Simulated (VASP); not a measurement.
A calculation with VASP 6.6.1 of BeS (native input, structure from a POSCAR):

File INCAR:

```
PREC = Accurate ; ENCUT = 500
EDIFF = 1E-7 ; ISMEAR = 0
SIGMA = 0.02 ; LREAL = F
LASPH = T ; NELM = 100
ALGO = Normal ; ISIF = 2
LWAVE = F ; LCHARG = T
GGA = PS ; LELF = T
LVHAR = T ; NBANDS = 11
```

The input KPOINTS:

```
Automatic mesh
0
Gamma
  9 9 9
```

The input POSCAR:

```
BeS
1.0
    0.0000000000      2.4250000000      2.4250000000
    2.4250000000      0.0000000000      2.4250000000
    2.4250000000      2.4250000000      0.0000000000
S Be
1 1
Cartesian
    3.6375000000      3.6375000000      3.6375000000
    0.0000000000      0.0000000000      0.0000000000
```

Potentials or basis: VASP PAW PBE potentials, release 64 (S, Be).

The run is started by

```console
$ cat potpaw_PBE.64/S/POTCAR potpaw_PBE.64/Be/POTCAR > POTCAR
$ mpirun -np 1 vasp_std > vasp.out
```

Q: Write the same calculation in another form: ASE script, structure typed inline.

A: As run:

The input run.py:

```python
from ase import Atoms
from ase.calculators.vasp import Vasp
from ase.dft.bandgap import bandgap

atoms = Atoms(
    ['S', 'Be'],
    cell=[[0.0, 2.425, 2.425], [2.425, 0.0, 2.425], [2.425, 2.425, 0.0]],
    scaled_positions=[[0.75, 0.75, 0.75], [0.0, 0.0, 0.0]],
    pbc=True,
)
calc = Vasp(
    directory='calc',
    xc='pbesol',
    pp='PBE',
    setups='minimal',
    prec='Accurate',
    encut=500,
    ediff=1e-06,
    ismear=0,
    sigma=0.02,
    lreal=False,
    lasph=True,
    nelm=100,
    algo='Normal',
    isif=2,
    lwave=False,
    lcharg=False,
    kpts=[9, 9, 9],
    gamma=True,
)
atoms.calc = calc

print('energy (eV):', atoms.get_potential_energy())
print('free energy (eV):', atoms.get_potential_energy(force_consistent=True))
print('forces (eV/A):')
print(atoms.get_forces())
print('stress (eV/A^3, Voigt):', atoms.get_stress())
print('Fermi level (eV):', calc.get_fermi_level())
gap, top, bottom = bandgap(calc)
print('band gap (eV):', gap, 'from (spin, k, band)', top, 'to', bottom)
```

Potentials or basis: VASP PAW PBE potentials, release 64 (S, Be).

Command:

```sh
$ python run.py
```

Both were run:

|  | native input, structure from a POSCAR | ASE script, structure typed inline |
| --- | --- | --- |
| Pressure | -0.6 GPa | -0.6 GPa |
| Band gap on the k mesh | 3.03 eV, indirect (least direct gap 5.61 eV) | 3.03 eV, indirect (least direct gap 5.61 eV) |

Keys that steer only the numerical path or the files written may differ.

Caveat: the PAW data sets were made with another functional, which shifts forces and pressure a little; an odd mesh through Γ misses points on the zone boundary, where band edges often lie.
